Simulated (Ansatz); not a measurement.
What a change of settings does to a run on WC

The geometry is COD entry 2102244, unchecked; take it as a test cell.

First run: DFT, LDA, all-electron LAPW, scalar-relativistic (Ansatz 0.2.0).

Command: `ansatz run input.yaml --threads 1 --pin off --max-ram 2048MiB --backend cpu --events-out ev --progress --plain --runs-dir out` The run took 55 s on 1 thread of Arm Neoverse V2 (shared host), peak memory 0.46 GiB.

```yaml
crystal:
  lattice:
    - [2.900501436, 0.0, 0.0]
    - [-1.450250718, 2.5119079273, 0.0]
    - [0.0, 0.0, 2.829]
  atoms:
    - { symbol: W, position: [0.0, 0.0, 0.0] }
    - { symbol: C, position: [0.6666666667, 0.3333333333, 0.5] }
kpoints:
  mp_grid: { grid: [13, 13, 12] }
  band_path:
    path:
      - [0.0, 0.0, 0.0]
      - [0.5, 0.0, 0.0]
      - [0.3333333333, 0.3333333333, 0.0]
      - [0.0, 0.0, 0.0]
      - [0.0, 0.0, 0.5]
      - [0.5, 0.0, 0.5]
      - [0.3333333333, 0.3333333333, 0.5]
      - [0.0, 0.0, 0.5]
      - [0.5, 0.0, 0.5]
    npoints: 5
scf:
  occupations: { method: fermi_dirac, width: 0.05 }
hamiltonian:
  xc: lda
  pseudopotentials: { kind: all_electron, lapw: { basis_error: 0.001 } }
output:
  forces: true
  stress: true
  eigenvalues: true
```

Result: converged; pressure -7.22 GPa; no gap on the k mesh; 8 SCF iterations.

No spin–orbit coupling, which matters for the heavy atoms here.

The input is then changed:

```diff
@@ -22,5 +22,5 @@
     npoints: 5
 scf:
-  occupations: { method: fermi_dirac, width: 0.05 }
+  occupations: { method: tetrahedron }
 hamiltonian:
   xc: lda
```

Q: What does the second run give?

A: It converged; energy at zero smearing +0.1 meV/atom from the first run; pressure -7.07 GPa; no gap on the k mesh; 8 SCF iterations.

The results part of its log:

```
SCF 1 converged in 8 iterations: F = -439976.870079 eV  dr2 = 1.19e-9
NSCF: frozen V_eff on 41 k-points
SCF converged after 8 iterations
Stability not checked: this state was not tested for a lower state beside it, because cold or Methfessel-Paxton smearing, or corrected tetrahedra, fill the levels in a way that the test cannot read (fill_not_monotonic; see scf.lower_state_search)
Free energy (F): -439976.870079 eV
Harris-Foulkes:  -439976.870079 eV  (|F-HF|=1.40e-9)
Internal energy: -439976.870072 eV  (E = F + TS)
E sigma→0 (E₀):  -439976.870079 eV
Entropy (-TS):   -0.000007 eV (-0.004 meV/atom)
Fermi energy:    25.479758 eV
--- Per-component energies (eV) ---
  E_band       = -4896.565516
  E_kinetic    = 492488.651079
  E_xc         = -8715.980207
  E_electrostatic = -923749.540944  (all electrons and nuclei)
  E_smearing   = -0.000007  (= −TS)
  E_closure    = 0.000000  (closes the sum)
  E_atoms      = -439953.591322  (free atoms, spherical and without spin; not in F)
  Σ components = -439976.870079   (vs F -439976.870079, Δ=0.00e0)
  Basis errors (estimates in eV, not in F): energy 3.6e-4 per atom: plane waves 3.3e-4 (1.8e-4 summed), levels above the bands 0.0e0, relativity 9.3e-9, radial functions 2.8e-5, core shells 1.8e-7; eigenvalues (radial functions only) 3.0e-6; not estimated: angular momenta, meshes, grids; target (lapw.basis_error) 1.0e-3; muffin-tin radii C 0.904 Å, W 1.288 Å
--- Forces (eV/Å), atoms counted from 1 ---
  atom   1  W     -0.00000000     0.00000000     0.00000000
  atom   2  C     -0.00000000     0.00000000     0.00000000
  max |Σ_I F_I| component: 9.25e-17 eV/Å
--- Stress (GPa, compression-positive) ---
       -6.668023      -0.000000       0.000000
       -0.000000      -6.668023       0.000000
        0.000000       0.000000      -7.861526
  P = ⅓ Tr σ = -7.0659 GPa (-70.659 kbar)
--- Band table (eV; the first three rows and the last of 147) ---
  k-point 0: bands = ["-391.3668", "-391.3668", "-391.3596", "-236.8490", "-206.9701", "-206.9701", "-206.9676", "-206.9676", "-206.9533", "-48.3704", "-12.3818", "-12.2790", "-12.2790", "-2.5912", "-2.5811", "-2.5811", "-2.5700", "-2.5700", "-2.5563", "-2.5472", "11.1776", "21.1704", "22.1533", "22.1533", "25.6464", "28.7351", "28.7351", "31.1526", "31.1526", "32.0582"]
  k-point 1: bands = ["-391.3668", "-391.3668", "-391.3596", "-236.8490", "-206.9701", "-206.9701", "-206.9676", "-206.9676", "-206.9533", "-48.3676", "-12.4358", "-12.2743", "-12.2743", "-2.5911", "-2.5816", "-2.5816", "-2.5688", "-2.5688", "-2.5585", "-2.5472", "11.3502", "21.0942", "22.2310", "22.2310", "25.6228", "28.1591", "28.1591", "31.4854", "31.4854", "32.1846"]
  k-point 2: bands = ["-391.3668", "-391.3668", "-391.3596", "-236.8490", "-206.9701", "-206.9701", "-206.9676", "-206.9676", "-206.9533", "-48.3598", "-12.5811", "-12.2615", "-12.2615", "-2.5910", "-2.5830", "-2.5830", "-2.5656", "-2.5656", "-2.5643", "-2.5471", "11.8465", "20.7304", "22.4534", "22.4534", "25.7930", "27.1073", "27.1073", "31.7511", "31.7511", "32.5266"]
  k-point 146: bands = ["-391.3668", "-391.3668", "-391.3596", "-236.8490", "-206.9702", "-206.9702", "-206.9676", "-206.9676", "-206.9533", "-48.2618", "-12.9516", "-12.8212", "-12.6922", "-2.5848", "-2.5819", "-2.5793", "-2.5722", "-2.5635", "-2.5618", "-2.5601", "14.7008", "18.3508", "20.0940", "23.9269", "24.8245", "30.0329", "31.9846", "32.8742", "34.7876", "35.6195"]
```
